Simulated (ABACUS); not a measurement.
**Ca: equation of state with PBE**

The system is Ca.

```
Ca
1.0
    -2.24000    2.24000    2.24000
     2.24000   -2.24000    2.24000
     2.24000    2.24000   -2.24000
Ca
1
Direct
  0.00000 0.00000 0.00000
```

This isn't the form of Ca at room conditions, which is fcc.

```
Program                                       : ABACUS 3.10.1
Task                                          : equation of state
Functional                                    : PBE
Potentials or basis                           : PseudoDojo NC SR 0.4.1 PBE standard
Cutoff                                        : 1361 eV
Density cutoff                                : 5442 eV
Basis                                         : DZP LCAO (the cutoffs set its grid)
k mesh                                        : 8 × 8 × 8
Occupations                                   : fermi-dirac, width 0.05 eV
Spin                                          : no spin polarisation
Orbital files                                 : Ca Ca_confined-atom_9au_3s2p2d.orb
Radial cutoff of the potentials (pseudo_rcut) : 10 bohr
SCF threshold on the density                  : 1e-07
Max SCF steps                                 : 100
Eigensolver                                   : genelpa
Mixing                                        : broyden
Mixing share                                  : 0.7
Symmetry key                                  : 1
Bands                                         : 9
```

| Item | Value |
| --- | --- |
| Equilibrium volume | 42.49 Å³/atom (rough: see the caveat) |
| Bulk modulus | 18.6 GPa (rough) |

Energy against volume, from the lowest point:
| volume (Å³/atom) | energy (meV/atom) |
| --- | --- |
| 42.260 | 0.00 |
| 43.159 | 0.53 |
| 44.059 | 3.13 |
| 44.958 | 7.73 |
| 45.857 | 14.10 |
| 46.756 | 22.15 |
| 47.655 | 31.80 |

All runs of the series together: 23 s on 4 threads of Intel(R) Xeon(R) CPU @ 2.60GHz (Ice Lake) (shared host).

Caveat: the atomic orbitals were generated for these runs and aren't a published set; the fit is doubtful: noisy points or a state that changes with volume; the cell was measured hot, at 740 K; the basis of atomic orbitals isn't converged, which shifts pressures, moduli and gaps.
